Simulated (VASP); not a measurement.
The system is ZnS.

```
Zn S
1.0
     3.78556    0.00000    0.00000
    -1.89278    3.27839    0.00000
     0.00000    0.00000    6.21250
Zn S
2 2
Direct
  0.33333 0.66667 0.00541
  0.66667 0.33333 0.50541
  0.33333 0.66667 0.37959
  0.66667 0.33333 0.87959
```

Program: VASP 6.6.1. Alike in all runs: task band structure; potentials or basis VASP PAW PBE potentials, release 64 (Zn, S); no spin polarisation; cell as given; k mesh 9 × 9 × 5; cutoff (eV) 520; smearing gaussian 0.03 eV.

Q: Order these runs on this cell by their band gap on the k mesh, lowest first.
A. level TB-mBJ
B. level r2SCAN
C. level PBEsol

A: C (2.15 eV), B (2.87 eV), A (3.86 eV).
